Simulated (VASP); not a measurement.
# Pt (P6_3/mmc) in VASP: a series of runs

The runs below take Pt through single point, with PBEsol.

Program: VASP 6.6.1. These are calculated values, not measurements. Logs are shortened: lines on timing, memory, paths and dates and some standing lists are left out, and cuts for length are marked.

## 1. The cell of the first run

The structure is hexagonal, space group P6_3/mmc (No. 194). The conventional cell has a = 2.804 Å, b = 2.804 Å, c = 5.299 Å, α = 90.00°, β = 90.00°, γ = 120.00°. Pt (site symmetry -6m2) has 12 Pt at 2.80 to 3.10 Å as nearest neighbours.

This isn't the form of Pt at room conditions, which is fcc.

## 2. Single point, PBEsol (strained and moved within the space group)

INCAR reads:

```
SYSTEM = Pt
PREC = Accurate
ENCUT = 520
EDIFF = 1E-6
ISMEAR = 0
SIGMA = 0.1
LREAL = .FALSE.
LASPH = .TRUE.
NELM = 100
ALGO = Fast
ISIF = 2
LWAVE = .FALSE.
LCHARG = .FALSE.
GGA = PS
NBANDS = 17
```

KPOINTS reads:

```
regular mesh
0
G
  18 18 10
  0 0 0
```

POSCAR reads:

```
Pt
1.0
    2.8040080660      0.0000000000      0.0000000000
   -1.4020040330      2.4283422175      0.0000000000
    0.0000000000      0.0000000000      5.2986625638
Pt
2
Direct
    0.6666666700      0.3333333300      0.7500000000
    0.3333333300      0.6666666700      0.2500000000
```

Potentials or basis: VASP PAW PBE potentials, release 64 (Pt).

Started as:

```console
cat potpaw_PBE.64/Pt/POTCAR > POTCAR
mpirun -np 1 vasp_std > vasp.out
```

OUTCAR:

```text
SYSTEM = Pt
   PREC = Accurate
   ENCUT = 520
   EDIFF = 1E-6
   ISMEAR = 0
   LREAL = .FALSE.
   LASPH = .TRUE.
   NELM = 100
   ISIF = 2
   GGA = PS

 ion  position               nearest neighbor table
   1  0.667  0.333  0.750-   2 3.10   2 3.10   2 3.10   2 3.10   2 3.10   2 3.10
   2  0.333  0.667  0.250-   1 3.10   1 3.10   1 3.10   1 3.10   1 3.10   1 3.10

  LATTYP: Found a hexagonal cell.
 ALAT       =     2.8040080660
 C/A-ratio  =     1.8896745084

  Lattice vectors:

 A1 = (   2.8040080660,   0.0000000000,   0.0000000000)
 A2 = (  -1.4020040330,   2.4283422175,   0.0000000000)
 A3 = (   0.0000000000,   0.0000000000,   5.2986625638)

Analysis of symmetry for initial positions (statically):
=====================================================================
 Subroutine PRICEL returns:
 Original cell was already a primitive cell.

 Routine SETGRP: Setting up the symmetry group for a
 hexagonal supercell.

 Subroutine GETGRP returns: Found 24 space group operations
 (whereof 12 operations were pure point group operations)
 out of a pool of 24 trial point group operations.

The static configuration has the point symmetry D_3d.
 The point group associated with its full space group is D_6h.

Analysis of symmetry for dynamics (positions and initial velocities):
=====================================================================
 Subroutine PRICEL returns:
 Original cell was already a primitive cell.

 Routine SETGRP: Setting up the symmetry group for a
 hexagonal supercell.

 Subroutine GETGRP returns: Found 24 space group operations
 (whereof 12 operations were pure point group operations)
 out of a pool of 24 trial point group operations.

The dynamic configuration has the point symmetry D_3d.
 The point group associated with its full space group is D_6h.

 Subroutine INISYM returns: Found 24 space group operations
 (whereof 12 operations are pure point group operations),
 and found     1 'primitive' translations

----------------------------------------------------------------------------------------

                                     Primitive cell

  volume of cell :      36.0791

  direct lattice vectors                    reciprocal lattice vectors
     2.804008066  0.000000000  0.000000000     0.356632355  0.205901786  0.000000000
    -1.402004033  2.428342218  0.000000000     0.000000000  0.411803572  0.000000000
     0.000000000  0.000000000  5.298662564     0.000000000  0.000000000  0.188726870

  length of vectors
     2.804008066  2.804008066  5.298662564     0.411803572  0.411803572  0.188726870

  position of ions in fractional coordinates (direct lattice)
     0.666666670  0.333333330  0.750000000
     0.333333330  0.666666670  0.250000000

  ion indices of the primitive-cell ions
   primitive index   ion index
                 1           1
                 2           2

----------------------------------------------------------------------------------------

 KPOINTS: regular mesh

Automatic generation of k-mesh.
 Grid dimensions read from file:
 generate k-points for:   18   18   10

 Generating k-lattice:

  Cartesian coordinates                     Fractional coordinates (reciprocal lattice)
     0.019812909  0.011438988  0.000000000     0.055555556  0.000000000  0.000000000
     0.000000000  0.022877976  0.000000000     0.000000000  0.055555556  0.000000000
     0.000000000  0.000000000  0.018872687     0.000000000  0.000000000  0.100000000

  Length of vectors
     0.022877976  0.022877976  0.018872687

  Shift w.r.t. Gamma in fractional coordinates (k-lattice)
     0.000000000  0.000000000  0.000000000

 Subroutine IBZKPT returns following result:
 ===========================================

 Found    222 irreducible k-points:

 Following reciprocal coordinates:
            Coordinates               Weight
  0.000000  0.000000  0.000000      1.000000
  0.055556  0.000000  0.000000      6.000000
  0.111111  0.000000  0.000000      6.000000
  0.166667  0.000000  0.000000      6.000000
  0.222222  0.000000  0.000000      6.000000
  0.277778  0.000000  0.000000      6.000000
[... 16 lines left out ...]
  0.333333  0.111111  0.000000     12.000000
  0.388889  0.111111  0.000000     12.000000
 [... further k-points ...]
   k-points           NKPTS =    222   k-points in BZ     NKDIM =    222   number of bands    NBANDS=     17
   number of dos      NEDOS =    301   number of ions     NIONS =      2
   total plane-waves  NPLWV =  23040
   dimension x,y,z NGX =    24 NGY =   24 NGZ =   40
   dimension x,y,z NGXF=    48 NGYF=   48 NGZF=   80
   ions per type =               2
   NGX,Y,Z   is equivalent  to a cutoff of  14.23, 14.23, 12.55 a.u.
   NGXF,Y,Z  is equivalent  to a cutoff of  28.46, 28.46, 25.10 a.u.
 SYSTEM =  Pt
   PREC   = accura    normal or accurate (medium, high low for compatibility)
   ISTART =      0    job   : 0-new  1-cont  2-samecut
   ICHARG =      2    charge: 1-file 2-atom 10-const
   ISPIN  =      1    spin polarized calculation?
   LNONCOLLINEAR =      F non collinear calculations
   LSORBIT =      F    spin-orbit coupling
   LASPH  =      T    aspherical Exc in radial PAW
   ENCUT  =  520.0 eV  38.22 Ry    6.18 a.u.   5.21  5.21  9.85*2*pi/ulx,y,z
   NELM   =    100;   NELMIN=  2; NELMDL= -5     # of ELM steps
   EDIFF  = 0.1E-05   stopping-criterion for ELM
   LREAL  =      F    real-space projection
   EDIFFG = 0.1E-04   stopping-criterion for IOM
   NSW    =      0    number of steps for IOM
   IBRION =     -1    ionic relax: 0-MD 1-quasi-New 2-CG
   NFREE  =      0    steps in history (QN), initial steepest desc. (CG)
   ISIF   =      2    stress and relaxation
   ISYM   =      2    0-nonsym 1-usesym 2-fastsym
   POTIM  = 0.5000    time-step for ionic-motion
   TEBEG  =    0.0;   TEEND  =   0.0 temperature during run
   PSTRESS=    0.0 pullay stress
   NELECT =      20.0000    total number of electrons
   NUPDOWN=      -1.0000    fix difference up-down
   EMIN   =  10.00;   EMAX   =-10.00  energy-range for DOS
   EFERMI =   0.00;   METHOD = LEGACY
   ISMEAR =     0;   SIGMA  =   0.10  broadening in eV -4-tet -1-fermi 0-gaus
   EFERMI_NEDOS =   21; number of points for ismear=-14 and -15
   IALGO  =     68    algorithm
   IMIX   =      4    mixing-type and parameters
     AMIX     =   0.40;   BMIX     =  1.00
     AMIX_MAG =   1.60;   BMIX_MAG =  1.00
  volume/ion in A,a.u.               =      18.04       121.74
  Fermi-wavevector in a.u.,A,eV,Ry     =   1.344827  2.541354 24.606941  1.808559
  Thomas-Fermi vector in A             =   2.472789
   LORBIT       =      0    0 simple, 1 ext, 2 COOP (PROOUT), +10 PAW based schemes
   GGA     = PS    functional components
   LHFCALC =     F    Hartree Fock is set to
   AEXX    =    0.0000 exact exchange contribution
   IVDW    =     0    specifies the selected vdW correction
   LEPSILON=     F    determine dielectric tensor
   LRPA    =     F    only Hartree local field effects (RPA)
 non-spin polarized calculation
 RMM-DIIS sequential band-by-band and
 Gauss-broadening in eV      SIGMA  =   0.10
  energy-cutoff  :      520.00
  volume of cell :       36.08
 maximum number of plane-waves:       985
 NGX is ok and might be reduce to    24
   NGX = 11   NGY = 11   NGZ = 19

 number of electron      20.0000001 magnetization

 Free energy of the ion-electron system (eV)
  ---------------------------------------------------
  ext. energy  EPLUGINS =         0.00000000
  ---------------------------------------------------
  free energy    TOTEN  =       -13.13471783 eV

  energy without entropy =      -13.11688478  energy(sigma->0) =      -13.12580131

 E-fermi :   7.9010     XC(G=0): -12.5638

 val. band max:        7.8968047867   @ k =   0.3333   0.0556   0.4000
 cond. band min:       7.9037132141   @ k =   0.2222   0.1667   0.3000
 fundamental gap:      0.0069084274
 Fermi energy:         7.9009637777

 k-point     1 :       0.0000    0.0000    0.0000
  band No.  band energies     occupation
      1      -0.5007      2.00000
      2       1.6447      2.00000
      3       4.3202      2.00000
      4       5.0804      2.00000
      5       5.0804      2.00000
      6       5.2740      2.00000
[... 9 lines left out ...]
     16      25.0839      0.00000
     17      28.8765      0.00000

 k-point     2 :       0.0556    0.0000    0.0000
  band No.  band energies     occupation
      1      -0.3922      2.00000
      2       1.7506      2.00000
      3       4.3543      2.00000
      4       5.0342      2.00000
      5       5.1590      2.00000
      6       5.2213      2.00000
[... 9 lines left out ...]
     16      25.2052      0.00000
     17      28.1529      0.00000

 k-point     3 :       0.1111    0.0000    0.0000
  band No.  band energies     occupation
      1      -0.0744      2.00000
      2       2.0520      2.00000
      3       4.4227      2.00000
      4       4.9304      2.00000
      5       5.1044      2.00000
      6       5.3909      2.00000
[... 9 lines left out ...]
     16      25.3209      0.00000
     17      27.1298      0.00000

 k-point     4 :       0.1667    0.0000    0.0000
  band No.  band energies     occupation
      1       0.4261      2.00000
      2       2.4835      2.00000
      3       4.4269      2.00000
      4       4.7737      2.00000
      5       5.1496      2.00000
      6       5.2813      2.00000
[... 9 lines left out ...]
     16      25.5296      0.00000
     17      26.0900      0.00000
[... 343 lines left out ...]
      1       2.5210      2.00000
      2       3.1644      2.00000
      3       3.8954      2.00000
      4       4.5412      2.00000
      5       5.0471      2.00000
      6       5.3102      2.00000
[... 9 lines left out ...]
     16      22.3847      0.00000
     17      22.6179      0.00000

 k-point    23 :       0.3333    0.1111    0.0000
  band No.  band energies     occupation
      1       2.7443      2.00000
      2       2.9861      2.00000
      3       3.6716      2.00000
      4       4.9378      2.00000
      5       5.1540      2.00000
      6       5.5220      2.00000
[... 9 lines left out ...]
     16      20.8532      0.00000
     17      21.3950      0.00000

 k-point    24 :       0.3889    0.1111    0.0000
  band No.  band energies     occupation
      1       2.7809      2.00000
      2       2.8695      2.00000
      3       3.5367      2.00000
      4       5.0606      2.00000
      5       5.3659      2.00000
      6       5.7434      2.00000
[... 9 lines left out ...]
     16      19.7998      0.00000
     17      20.5785      0.00000

 [... further k-points ...]

------------------------ aborting loop because EDIFF is reached ----------------------------------------

  FORCE on cell =-STRESS in cart. coord.  units (eV):
  Direction    XX          YY          ZZ          XY          YZ          ZX
  --------------------------------------------------------------------------------------
  -------------------------------------------------------------------------------------
  Total       -6.1395306     -6.1395306     -6.7989911      0.0000000     -0.0000000      0.0000000
  in kB     -272.6404828   -272.6404828   -301.9253937      0.0000000     -0.0000000      0.0000000
  external PRESSURE =    -282.4021198 kB  Pullay stress =       0.0000000 kB

 VOLUME and BASIS-vectors are now :
 -----------------------------------------------------------------------------
  energy-cutoff  :      520.00
  volume of cell :       36.08
      direct lattice vectors                 reciprocal lattice vectors
     2.804008066  0.000000000  0.000000000     0.356632355  0.205901786  0.000000000
    -1.402004033  2.428342218  0.000000000     0.000000000  0.411803572  0.000000000
     0.000000000  0.000000000  5.298662564     0.000000000  0.000000000  0.188726870

 POSITION                                       TOTAL-FORCE (eV/Angst)
 -----------------------------------------------------------------------------------
      1.40200      0.80945      3.97400        -0.000000     -0.000000      0.000000
     -0.00000      1.61889      1.32467         0.000000      0.000000      0.000000
 -----------------------------------------------------------------------------------
    total drift:                               -0.000001      0.000001     -0.000000

  FREE ENERGIE OF THE ION-ELECTRON SYSTEM (eV)
  ---------------------------------------------------
  free  energy   TOTEN  =       -13.1347178311 eV

  energy  without entropy=      -13.1168847790  energy(sigma->0) =      -13.12580131
```

Run time: 88 s. Hardware: 1 thread of Intel Xeon Platinum 8488C (Sapphire Rapids), shared host; peak memory 0.24 GiB.

What came out:

```yaml
Free_energy: -13.1347 eV
Pressure: -28.2 GPa
Band_gap_on_the_k_mesh: none (metal or under the smearing width)
```

Stress tensor (GPa, compression positive):
```
-27.26   0.00   0.00
  0.00 -27.26   0.00
  0.00   0.00 -30.19
```

Caveat: so large a pressure means that the cell lies far from this level's equilibrium, or that cutoff or potentials fall short; the potentials were made for another functional, which shifts forces and pressure.

## 3. Single point, PBEsol (strained and moved within a subgroup)

INCAR reads:

```
SYSTEM = Pt
  PREC = Accurate
  ENCUT = 520
  EDIFF = 1E-7
  ISMEAR = 0
  SIGMA = 0.1
  LREAL = .False.
  LASPH = .True.
  NELM = 100
  ALGO = Normal
  ISIF = 2
  LWAVE = .False.
  LCHARG = .False.
  GGA = PS
  NBANDS = 17
```

KPOINTS reads:

```
Automatic mesh
0
Gamma
  15 15 8
  0 0 0
```

POSCAR reads:

```
Pt
1.0
    2.7960021357      0.0000000000      0.0000000000
   -1.3980010678      2.4214088785      0.0000000000
    0.0000000000      0.0000000000      5.1410013552
Pt
2
Direct
    0.6666666700      0.3333333300      0.7500000000
    0.3333333300      0.6666666700      0.2500000000
```

Potentials or basis: VASP PAW PBE potentials, release 64 (Pt).

Started as:

```console
cat potpaw_PBE.64/Pt/POTCAR > POTCAR
mpirun -np 1 vasp_std > vasp.out
```

OUTCAR:

```text
SYSTEM = Pt
   PREC = Accurate
   ENCUT = 520
   EDIFF = 1E-7
   ISMEAR = 0
   LREAL = .False.
   LASPH = .True.
   NELM = 100
   ISIF = 2
   GGA = PS

 ion  position               nearest neighbor table
   1  0.667  0.333  0.750-   2 3.04   2 3.04   2 3.04   2 3.04   2 3.04   2 3.04
   2  0.333  0.667  0.250-   1 3.04   1 3.04   1 3.04   1 3.04   1 3.04   1 3.04

  LATTYP: Found a hexagonal cell.
 ALAT       =     2.7960021357
 C/A-ratio  =     1.8386972204

  Lattice vectors:

 A1 = (   2.7960021357,   0.0000000000,   0.0000000000)
 A2 = (  -1.3980010678,   2.4214088785,   0.0000000000)
 A3 = (   0.0000000000,   0.0000000000,   5.1410013552)

Analysis of symmetry for initial positions (statically):
=====================================================================
 Subroutine PRICEL returns:
 Original cell was already a primitive cell.

 Routine SETGRP: Setting up the symmetry group for a
 hexagonal supercell.

 Subroutine GETGRP returns: Found 24 space group operations
 (whereof 12 operations were pure point group operations)
 out of a pool of 24 trial point group operations.

The static configuration has the point symmetry D_3d.
[... 164 lines left out ...]

 E-fermi :   8.4803     XC(G=0): -12.7776

 val. band max:        8.4766848254   @ k =   0.2667   0.2000   0.5000
 cond. band min:       8.4828815294   @ k =   0.2000   0.2000   0.2500
 fundamental gap:      0.0061967040
 Fermi energy:         8.4802602130

 k-point     1 :       0.0000    0.0000    0.0000
  band No.  band energies     occupation
      1      -0.2556      2.00000
      2       2.0576      2.00000
      3       4.8213      2.00000
      4       5.5257      2.00000
      5       5.5257      2.00000
      6       5.7620      2.00000
[... 457 lines left out ...]
      4       5.5153      2.00000
      5       5.6109      2.00000
      6       5.6775      2.00000
[... 9 lines left out ...]
     16      19.2666      0.00000
     17      21.4179      0.00000

 [... further k-points ...]

------------------------ aborting loop because EDIFF is reached ----------------------------------------

  FORCE on cell =-STRESS in cart. coord.  units (eV):
  Direction    XX          YY          ZZ          XY          YZ          ZX
  --------------------------------------------------------------------------------------
  -------------------------------------------------------------------------------------
  Total       -5.3546635     -5.3546635     -5.9564415     -0.0000000      0.0000000      0.0000000
  in kB     -246.4843912   -246.4843912   -274.1852661     -0.0000000      0.0000000      0.0000000
  external PRESSURE =    -255.7180161 kB  Pullay stress =       0.0000000 kB

 VOLUME and BASIS-vectors are now :
 -----------------------------------------------------------------------------
  energy-cutoff  :      520.00
  volume of cell :       34.81
      direct lattice vectors                 reciprocal lattice vectors
     2.796002136  0.000000000  0.000000000     0.357653518  0.206491355  0.000000000
    -1.398001068  2.421408878  0.000000000     0.000000000  0.412982710  0.000000000
     0.000000000  0.000000000  5.141001355     0.000000000  0.000000000  0.194514635

 POSITION                                       TOTAL-FORCE (eV/Angst)
 -----------------------------------------------------------------------------------
      1.39800      0.80714      3.85575         0.000000      0.000000      0.000000
     -0.00000      1.61427      1.28525         0.000000     -0.000000      0.000000
 -----------------------------------------------------------------------------------
    total drift:                               -0.000001      0.000001     -0.000000

  FREE ENERGIE OF THE ION-ELECTRON SYSTEM (eV)
  ---------------------------------------------------
  free  energy   TOTEN  =       -13.3614937985 eV

  energy  without entropy=      -13.3428181275  energy(sigma->0) =      -13.35215596
```

Wall time 54 s (1 thread of Intel Xeon Platinum 8488C (Sapphire Rapids), shared host); peak memory 0.2 GiB.

Results:

```
Free energy            : -13.3615 eV
Pressure               : -25.6 GPa
Band gap on the k mesh : none (metal or under the smearing width)
```

Caveat: so large a pressure means that the cell lies far from this level's equilibrium, or that cutoff or potentials fall short; the potentials were made for another functional, which shifts forces and pressure. The run has no spin-orbit coupling, so splittings on Pt are missing.
